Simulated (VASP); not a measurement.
# P in VASP: single point with HSE06

Aim: the single point of P with HSE06.

Everything below comes from runs of VASP 6.6.1. Logs are shortened: lines on timing, memory, paths and dates and some standing lists are left out, and cuts for length are marked.

**1. The structure**

The cell holds a sheet with vacuum, 8 atoms: a = 3.314 Å, b = 4.376 Å, c = 23.370 Å, α = 90.00°, β = 90.00°, γ = 90.00°.

The cell was built by a generator and needn't be a form met in nature.

**2. Single point, HSE06**

File POSCAR:

```
P
1.0
    3.3136000000      0.0000000000      0.0000000000
    0.0000000000      4.3763000000      0.0000000000
    0.0000000000      0.0000000000     23.3698060800
P
8
Direct
    0.0000000000      0.0805600000      0.4334997922
    0.0000000000      0.9194400000      0.3423220532
    0.5000000000      0.5805600000      0.3423220532
    0.5000000000      0.4194400000      0.4334997922
    0.5000000000      0.0805600000      0.6576779468
    0.5000000000      0.9194400000      0.5665002078
    0.0000000000      0.5805600000      0.5665002078
    0.0000000000      0.4194400000      0.6576779468
```

File INCAR.step1:

```
SYSTEM = P
PREC = Accurate
ENCUT = 520
EDIFF = 1E-5
ISMEAR = -1
SIGMA = 0.05
LREAL = .FALSE.
LASPH = .TRUE.
NELM = 100
ALGO = Normal
ISIF = 2
LWAVE = .TRUE.
LCHARG = .FALSE.
NBANDS = 30
GGA = PE
```

File INCAR.step2:

```
SYSTEM = P
PREC = Accurate
ENCUT = 520
EDIFF = 1E-6
ISMEAR = -1
SIGMA = 0.05
LREAL = .FALSE.
LASPH = .TRUE.
NELM = 100
ALGO = Normal
ISIF = 2
LWAVE = .FALSE.
LCHARG = .FALSE.
GGA = PE
LHFCALC = .TRUE.
HFSCREEN = 0.2
PRECFOCK = Fast
NBANDS = 30
ISTART = 1
```

File KPOINTS:

```
regular mesh
0
G
  8 6 1
  0 0 0
```

Potentials or basis: VASP PAW PBE potentials, release 64 (P).

Launch:

```sh
$ cat potpaw_PBE.64/P/POTCAR > POTCAR
$ cp INCAR.step1 INCAR
$ mpirun -np 1 vasp_std > vasp.out
$ cp INCAR.step2 INCAR
$ mpirun -np 1 vasp_std > vasp.out
```

OUTCAR:

```text
SYSTEM = P
   PREC = Accurate
   ENCUT = 520
   EDIFF = 1E-6
   ISMEAR = -1
   LREAL = .FALSE.
   LASPH = .TRUE.
   NELM = 100
   ISIF = 2
   GGA = PE
   LHFCALC = .TRUE.
   HFSCREEN = 0.2
   PRECFOCK = Fast
   ISTART = 1

 ion  position               nearest neighbor table
   1  0.000  0.081  0.433-   4 2.22   4 2.22   2 2.24
   2  0.000  0.919  0.342-   3 2.22   3 2.22   1 2.24
   3  0.500  0.581  0.342-   2 2.22   2 2.22   4 2.24
   4  0.500  0.419  0.433-   1 2.22   1 2.22   3 2.24
   5  0.500  0.081  0.658-   8 2.22   8 2.22   6 2.24
   6  0.500  0.919  0.567-   7 2.22   7 2.22   5 2.24
   7  0.000  0.581  0.567-   6 2.22   6 2.22   8 2.24
   8  0.000  0.419  0.658-   5 2.22   5 2.22   7 2.24

  LATTYP: Found a simple orthorhombic cell.
 ALAT       =     3.3136000000
 B/A-ratio  =     1.3207085949
 C/A-ratio  =     7.0526937711

  Lattice vectors:

 A1 = (   3.3136000000,   0.0000000000,   0.0000000000)
 A2 = (   0.0000000000,   4.3763000000,   0.0000000000)
 A3 = (   0.0000000000,   0.0000000000,  23.3698060800)

Analysis of symmetry for initial positions (statically):
=====================================================================
 Subroutine PRICEL returns:
 Original cell was already a primitive cell.

 Routine SETGRP: Setting up the symmetry group for a
 simple orthorhombic supercell.

 Subroutine GETGRP returns: Found  8 space group operations
 (whereof  2 operations were pure point group operations)
 out of a pool of  8 trial point group operations.

The static configuration has the point symmetry C_1h.
 The point group associated with its full space group is D_2h.

Analysis of symmetry for dynamics (positions and initial velocities):
=====================================================================
 Subroutine PRICEL returns:
 Original cell was already a primitive cell.

 Routine SETGRP: Setting up the symmetry group for a
 simple orthorhombic supercell.

 Subroutine GETGRP returns: Found  8 space group operations
 (whereof  2 operations were pure point group operations)
 out of a pool of  8 trial point group operations.

The dynamic configuration has the point symmetry C_1h.
 The point group associated with its full space group is D_2h.

 Subroutine INISYM returns: Found  8 space group operations
 (whereof  2 operations are pure point group operations),
 and found     1 'primitive' translations

----------------------------------------------------------------------------------------

                                     Primitive cell

  volume of cell :     338.8927

  direct lattice vectors                    reciprocal lattice vectors
     3.313600000  0.000000000  0.000000000     0.301786577  0.000000000  0.000000000
     0.000000000  4.376300000  0.000000000     0.000000000  0.228503530  0.000000000
     0.000000000  0.000000000 23.369806080     0.000000000  0.000000000  0.042790257

  length of vectors
     3.313600000  4.376300000 23.369806080     0.301786577  0.228503530  0.042790257

  position of ions in fractional coordinates (direct lattice)
     0.000000000  0.080560000  0.433499792
     0.000000000  0.919440000  0.342322053
     0.500000000  0.580560000  0.342322053
     0.500000000  0.419440000  0.433499792
     0.500000000  0.080560000  0.657677947
     0.500000000  0.919440000  0.566500208
     0.000000000  0.580560000  0.566500208
     0.000000000  0.419440000  0.657677947

  ion indices of the primitive-cell ions
   primitive index   ion index
                 1           1
                 2           2
                 3           3
                 4           4
                 5           5
                 6           6
                 7           7
                 8           8

----------------------------------------------------------------------------------------

 KPOINTS: regular mesh

Automatic generation of k-mesh.
 Grid dimensions read from file:
 generate k-points for:    8    6    1

 Generating k-lattice:

  Cartesian coordinates                     Fractional coordinates (reciprocal lattice)
     0.037723322  0.000000000  0.000000000     0.125000000  0.000000000  0.000000000
     0.000000000  0.038083922  0.000000000     0.000000000  0.166666667  0.000000000
     0.000000000  0.000000000  0.042790257     0.000000000  0.000000000  1.000000000

  Length of vectors
     0.037723322  0.038083922  0.042790257

  Shift w.r.t. Gamma in fractional coordinates (k-lattice)
     0.000000000  0.000000000  0.000000000

 Subroutine IBZKPT returns following result:
 ===========================================

 Found     20 irreducible k-points:

 Following reciprocal coordinates:
            Coordinates               Weight
  0.000000  0.000000  0.000000      1.000000
  0.125000  0.000000  0.000000      2.000000
  0.250000  0.000000  0.000000      2.000000
  0.375000  0.000000  0.000000      2.000000
  0.500000  0.000000  0.000000      1.000000
  0.000000  0.166667  0.000000      2.000000
[... 12 lines left out ...]
  0.375000  0.500000  0.000000      2.000000
  0.500000  0.500000  0.000000      1.000000
   k-points           NKPTS =     20   k-points in BZ     NKDIM =     48   number of bands    NBANDS=     30
   number of dos      NEDOS =    301   number of ions     NIONS =      8
   total plane-waves  NPLWV = 181440
   dimension x,y,z NGX =    28 NGY =   36 NGZ =  180
   dimension x,y,z NGXF=    56 NGYF=   72 NGZF=  360
   ions per type =               8
   NGX,Y,Z   is equivalent  to a cutoff of  14.05, 13.68, 12.80 a.u.
   NGXF,Y,Z  is equivalent  to a cutoff of  28.10, 27.35, 25.61 a.u.
 SYSTEM =  P
   PREC   = accura    normal or accurate (medium, high low for compatibility)
   ISTART =      1    job   : 0-new  1-cont  2-samecut
   ICHARG =      0    charge: 1-file 2-atom 10-const
   ISPIN  =      1    spin polarized calculation?
   LNONCOLLINEAR =      F non collinear calculations
   LSORBIT =      F    spin-orbit coupling
   LASPH  =      T    aspherical Exc in radial PAW
   ENCUT  =  520.0 eV  38.22 Ry    6.18 a.u.   6.16  8.14 43.45*2*pi/ulx,y,z
   NELM   =    100;   NELMIN=  2; NELMDL=  0     # of ELM steps
   EDIFF  = 0.1E-05   stopping-criterion for ELM
   LREAL  =      F    real-space projection
   EDIFFG = 0.1E-04   stopping-criterion for IOM
   NSW    =      0    number of steps for IOM
   IBRION =     -1    ionic relax: 0-MD 1-quasi-New 2-CG
   NFREE  =      0    steps in history (QN), initial steepest desc. (CG)
   ISIF   =      2    stress and relaxation
   ISYM   =      3    0-nonsym 1-usesym 2-fastsym
   POTIM  = 0.5000    time-step for ionic-motion
   TEBEG  =    0.0;   TEEND  =   0.0 temperature during run
   PSTRESS=    0.0 pullay stress
   NELECT =      40.0000    total number of electrons
   NUPDOWN=      -1.0000    fix difference up-down
   EMIN   =  10.00;   EMAX   =-10.00  energy-range for DOS
   EFERMI =   0.00;   METHOD = LEGACY
   ISMEAR =    -1;   SIGMA  =   0.05  broadening in eV -4-tet -1-fermi 0-gaus
   EFERMI_NEDOS =   21; number of points for ismear=-14 and -15
   IALGO  =     38    algorithm
   IMIX   =      1    mixing-type and parameters
     AMIX     =   0.40;   BMIX     =  1.00
     AMIX_MAG =   1.60;   BMIX_MAG =  1.00
  volume/ion in A,a.u.               =      42.36       285.87
  Fermi-wavevector in a.u.,A,eV,Ry     =   0.803047  1.517538  8.774177  0.644884
  Thomas-Fermi vector in A             =   1.910840
   LORBIT       =      0    0 simple, 1 ext, 2 COOP (PROOUT), +10 PAW based schemes
   GGA     = PE    functional components
   LHFCALC =     T    Hartree Fock is set to
   PRECFOCK=fast      Normal, Fast or Accurate (Low or Medium for compatibility)
   ENCUT4O =  -1.0   cutoff for four orbital integrals eV
   NKREDX  =     1    reduce k-point grid by
   NKREDY  =     1    reduce k-point grid by
   NKREDZ  =     1    reduce k-point grid by
   AEXX    =    0.2500 exact exchange contribution
   HFSCREEN=    0.2000 screening length (either q_TF or 0.3 A-1)
   HFSCREENC=   0.2000 screening length for correlation (either q_TF or 0.3 A-1)
   ENCUTFOCK=  -1.0 apply spherical cutoff to Coloumb kernel
   IVDW    =     0    specifies the selected vdW correction
   LEPSILON=     F    determine dielectric tensor
   LRPA    =     F    only Hartree local field effects (RPA)
 non-spin polarized calculation
  energy-cutoff  :      520.00
  volume of cell :      338.89
 maximum number of plane-waves:      9196
 NGX is ok and might be reduce to    28
  NGX = 14; NGY = 18; NGZ = 98

 number of electron      40.0000002 magnetization

 Free energy of the ion-electron system (eV)
  ---------------------------------------------------
  ext. energy  EPLUGINS =         0.00000000
  ---------------------------------------------------
  free energy    TOTEN  =       -51.58669745 eV

  energy without entropy =      -51.58669076  energy(sigma->0) =      -51.58669410

 E-fermi :   0.4926     XC(G=0):  -4.0460

 val. band max:        0.0536459883   @ k =   0.0000   0.0000   0.0000
 cond. band min:       0.9332049508   @ k =   0.0000   0.0000   0.0000
 fundamental gap:      0.8795589624
 Fermi energy:         0.4926403004

 k-point     1 :       0.0000    0.0000    0.0000
  band No.  band energies     occupation
      1     -17.2606      2.00000
      2     -17.1260      2.00000
      3     -14.4289      2.00000
      4     -14.1058      2.00000
      5     -10.3356      2.00000
      6     -10.2575      2.00000
[... 22 lines left out ...]
     29       4.5415      0.00000
     30       4.6796      0.00000

 k-point     2 :       0.1250    0.0000    0.0000
  band No.  band energies     occupation
      1     -17.0562      2.00000
      2     -16.9226      2.00000
      3     -14.2154      2.00000
      4     -13.8932      2.00000
      5     -10.4834      2.00000
      6     -10.4302      2.00000
[... 586 lines left out ...]
 k-point    20 :       0.5000    0.5000    0.0000
  band No.  band energies     occupation
      1     -13.5711      2.00000
      2     -13.5711      2.00000
      3     -13.5711      2.00000
      4     -13.5711      2.00000
      5     -11.2564      2.00000
      6     -11.2564      2.00000
[... 22 lines left out ...]
     29       6.0959      0.00000
     30       6.0959      0.00000

------------------------ aborting loop because EDIFF is reached ----------------------------------------

  FORCE on cell =-STRESS in cart. coord.  units (eV):
  Direction    XX          YY          ZZ          XY          YZ          ZX
  --------------------------------------------------------------------------------------
  -------------------------------------------------------------------------------------
  Total       -1.1449390     -0.3474493     -1.4210060      0.0000000     -0.0000000      0.0000000
  in kB       -5.4129080     -1.6426301     -6.7180654      0.0000000     -0.0000000      0.0000000
  external PRESSURE =      -4.5912011 kB  Pullay stress =       0.0000000 kB

 VOLUME and BASIS-vectors are now :
 -----------------------------------------------------------------------------
  energy-cutoff  :      520.00
  volume of cell :      338.89
      direct lattice vectors                 reciprocal lattice vectors
     3.313600000  0.000000000  0.000000000     0.301786577  0.000000000  0.000000000
     0.000000000  4.376300000  0.000000000     0.000000000  0.228503530  0.000000000
     0.000000000  0.000000000 23.369806080     0.000000000  0.000000000  0.042790257

 POSITION                                       TOTAL-FORCE (eV/Angst)
 -----------------------------------------------------------------------------------
      0.00000      0.35255     10.13081         0.000000      0.231969     -0.286498
      0.00000      4.02375      8.00000        -0.000000     -0.281286      0.214581
      1.65680      2.54070      8.00000        -0.000000      0.281286      0.214581
      1.65680      1.83560     10.13081         0.000000     -0.231969     -0.286498
      1.65680      0.35255     15.36981         0.000000      0.281286     -0.214581
      1.65680      4.02375     13.23900         0.000000     -0.231969      0.286498
      0.00000      2.54070     13.23900         0.000000      0.231969      0.286498
      0.00000      1.83560     15.36981         0.000000     -0.281286     -0.214581
 -----------------------------------------------------------------------------------
    total drift:                                0.000000     -0.000000      0.000005

  FREE ENERGIE OF THE ION-ELECTRON SYSTEM (eV)
  ---------------------------------------------------
  free  energy   TOTEN  =       -51.5866974472 eV

  energy  without entropy=      -51.5866907564  energy(sigma->0) =      -51.58669410
```

Run time: 2.1 h. Hardware: 1 thread of Intel Xeon 6975P-C (Granite Rapids), shared host; peak memory 0.74 GiB.

What came out:

```
Free energy            : -51.5867 eV
Largest force          : 0.369 eV/Å
Band gap on the k mesh : 0.88 eV, direct
```

Forces in eV/Å, atoms in the order of the input:
```
P    0.000  0.232 -0.286
P    0.000 -0.281  0.215
P    0.000  0.281  0.215
P    0.000 -0.232 -0.286
P    0.000  0.281 -0.215
P    0.000 -0.232  0.286
P    0.000  0.232  0.286
P    0.000 -0.281 -0.215
```

Levels at points of the mesh, in eV from the valence-band top:
```csv
k point,band 17,band 18,band 19,band 20,band 21,band 22,band 23,band 24
"(0.00, 0.00, 0.00)",-2.37,-2.27,-0.90,0.00,0.88,1.49,1.62,1.87
"(0.50, 0.00, 0.00)",-2.92,-2.92,-2.50,-2.50,1.57,1.57,1.61,1.61
"(0.00, 0.50, 0.00)",-1.54,-1.54,-1.30,-1.30,2.33,2.33,2.38,2.38
"(0.50, 0.50, 0.00)",-2.08,-2.08,-2.08,-2.08,2.79,2.79,2.79,2.79
```

Caveat: the PAW data sets were made with another functional, which shifts forces and pressure a little.
